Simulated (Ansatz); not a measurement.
## Ansatz 0.2.0, settings compared: VCO3

input.yaml:

```yaml
crystal:
  lattice:
    - [4.71638079, 0.0, 0.0]
    - [-2.35819039, 4.08450787, 0.0]
    - [-2.35819039, 1.36150262, 5.11194835]
  atoms:
    - { symbol: V, position: [0.0, 0.0, 0.0] }
    - { symbol: V, position: [0.5, 0.5, 0.5] }
    - { symbol: C, position: [0.25, 0.75, 0.75] }
    - { symbol: C, position: [0.75, 0.25, 0.25] }
    - { symbol: O, position: [0.525, 0.75, 0.75] }
    - { symbol: O, position: [0.25, 0.025, 0.75] }
    - { symbol: O, position: [0.975, 0.475, 0.75] }
    - { symbol: O, position: [0.475, 0.25, 0.25] }
    - { symbol: O, position: [0.75, 0.975, 0.25] }
    - { symbol: O, position: [0.025, 0.525, 0.25] }
  symmetry: { tolerance: 0.0003 }
kpoints:
  mp_grid: { grid: [5, 5, 5], shift: [0, 0, 0] }
magnetization:
  spin_polarized: false
scf:
  occupations: { method: fermi_dirac }
hamiltonian:
  pseudopotentials: { kind: paw }
  xc: r2scan
basis:
  ecutwfc: 500
output:
  forces: true
  stress: true
  eigenvalues: true
```

Run with:

```bash
ansatz run input.yaml --threads 1 --pin off --max-ram 2560MiB --backend cpu --events-out ev --progress --plain --runs-dir out
```

Origin of the cell: a known structure type with other elements, at an estimated volume, so it need not be a known compound.

The smearing width isn't typed, so it takes its default of 0.1 eV.

Output of this run (shortened):

```
Warning: crystal.lattice misses the space group found at crystal.symmetry.tolerance 3.0e-4 in a digit that the deck types, which is why this is a warning: making the lattice exact moves one o […]
Pseudopotentials: kind: paw
Pseudopotential: V, paw, valence charge 13, recommended cutoff 500 eV (meta_gga), V.paw.azcp
Pseudopotential: C, paw, valence charge 4, recommended cutoff 500 eV (meta_gga), C.paw.azcp
Pseudopotential: O, paw, valence charge 6, recommended cutoff 500 eV (meta_gga), O.paw.azcp
Functional definition: r2SCAN
  exchange = r2scan_x(k0 = k0, k1 = k1, a1 = a1)
  correlation = r2scan_c
Crystal: 10 atoms, lattice volume = 98.477 Å³
Basis set: ecut = 500 eV, 2515 PW (Γ), exchange–correlation on 144×144×180 points (64 copies of the dense FFT grid, shifted against one another)
Bands: 45, of which v1, the nominal top of the filled ones, is band 35 counted from 1 (34 counted from 0)
[… 12 lines left out …]
Initial density: superposition of atomic densities (neutral atoms: chi_scale 0, normalization atom), corrected by the library's trained network
Functional: x = r2scan, c = r2scan; τ floored in thin density (d = 2e-4 eV/Å³)
SCF iter   1: F=—  HF=-9746.962836 eV  Δρ=1.27e-2  dr2=1.25e-1  dr2_τ=1.03e0
SCF iter   2: F=—  HF=-9747.193495 eV  Δρ=6.58e-3  dr2=1.99e-2  dr2_τ=3.59e-3
SCF iter   3: F=—  HF=-9747.194052 eV  Δρ=3.13e-3  dr2=3.89e-3  dr2_τ=8.71e-4
SCF iter   4: F=—  HF=-9747.195109 eV  Δρ=8.85e-4  dr2=3.48e-4  dr2_τ=8.05e-5
SCF iter   5: F=—  HF=-9747.195282 eV  Δρ=4.29e-4  dr2=7.28e-5  dr2_τ=9.54e-6
SCF iter   6: F=—  HF=-9747.195293 eV  Δρ=1.31e-4  dr2=7.02e-6  dr2_τ=1.19e-6
SCF iter   7: F=—  HF=-9747.195297 eV  Δρ=6.09e-5  dr2=1.21e-6  dr2_τ=1.56e-7
SCF iter   8: F=—  HF=-9747.195298 eV  Δρ=3.30e-5  dr2=3.60e-7  dr2_τ=2.80e-8
SCF iter   9: F=-9747.195298 eV  HF=-9747.195298 eV  Δρ=1.41e-5  dr2=7.61e-8  dr2_τ=4.89e-9
SCF 1 converged in 9 iterations: F = -9747.195298 eV  dr2 = 7.61e-8
SCF converged after 9 iterations
Free energy (F): -9747.195298 eV
Harris-Foulkes:  -9747.195298 eV  (|F-HF|=1.93e-8)
Internal energy: -9746.634339 eV  (E = F + TS)
E sigma→0 (E₀):  -9746.914818 eV
Entropy (-TS):   -0.560959 eV (-56.096 meV/atom)
Fermi energy:    10.683276 eV
--- Per-component energies (eV) ---
  E_band       = -608.978838
  E_kinetic    = 1905.482260
  E_local      = -4735.113366  (includes V_loc(G=0)·N_el)
  E_nonlocal   = 257.743197
  E_hartree    = 1831.416470
  E_xc         = -777.747536
  E_vxc        = -1119.549342  (∫ρ·V_xc dr)
  E_paw        = -3410.665444  (= ΣΔE_a)
  E_vpaw       = -653.077101  (= ΣTr[D̂ρ^β])
  E_aug_tail   = 0.006677  (compensation charges beyond the density's cutoff)
  E_vtau       = 72.704429  (kinetic-family band-sum trace: ∫τ·v_τ [+ j·A + Jᵃ·Aᵃ] dr)
  E_ewald      = -4816.983842
  E_core_change = -0.772755  (= ΣΔE_core)
  E_smearing   = -0.560959  (= −TS)
  Σ components = -9747.195298   (vs F -9747.195298, Δ=0.00e0)
--- Forces (eV/Å), atoms counted from 1 ---
  atom   1  V      0.000000     0.000000     0.000000
[… 4 lines left out …]
  atom   6  O     -0.135646     0.234945     0.000000
  atom   7  O     -0.135646    -0.234945    -0.000000
  atom   8  O     -0.271291     0.000000     0.000000
  atom   9  O      0.135646    -0.234945    -0.000000
  atom  10  O      0.135646     0.234945     0.000000
  max |Σ_I F_I| component: 2.78e-17 eV/Å
--- Stress (GPa, compression-positive) ---
       -6.955383       0.000000      -0.000000
        0.000000      -6.955383       0.000000
       -0.000000       0.000000     -10.725378
  P = ⅓ Tr σ = -8.2120 GPa (-82.120 kbar)
```

The same input was run again with these changes:

1. `basis.ecutwfc` 500 → "550 eV"; `crystal.symmetry` { tolerance: 0.0003 } → { detect: false }; `scf.algorithm` default → direct_min
2. `scf.mixing.algorithm` default → msr1; `scf.mixing.beta` default → 0.7; `scf.convergence.dr2_threshold` default → 1.0e-09
3. `accuracy` default → low; `kpoints.mp_grid.grid` [5, 5, 5] → [3, 3, 3]
4. `basis.ecutwfc` 500 → "51.4 Ry"

```
 run        end  SCF iterations  P (GPa)  max force component (eV/Å)  moment (μB)  ΔE(σ→0) (meV/atom)
base  converged               9    -8.21                       0.271            –                   0
   1  converged               6    -8.23                       0.269            –               -1.28
   2  converged              12    -8.21                       0.271            –                0.00
   3  converged               9    -8.29                       0.290            –               -1.78
   4  converged               9    -8.27                       0.267            –               -3.47
```

Energies are compared only where functional, datasets, charge and starting cell are the same.

Caveats of the base run: no spin polarisation, so a magnetic state may lie lower; the k mesh is coarse if the cell is a metal.

Time of the base run: 7.4 s on 1 thread of Intel(R) Xeon(R) 6975P-C (Granite Rapids) (shared host), peak memory 0.67 GiB, from the program's own first density.
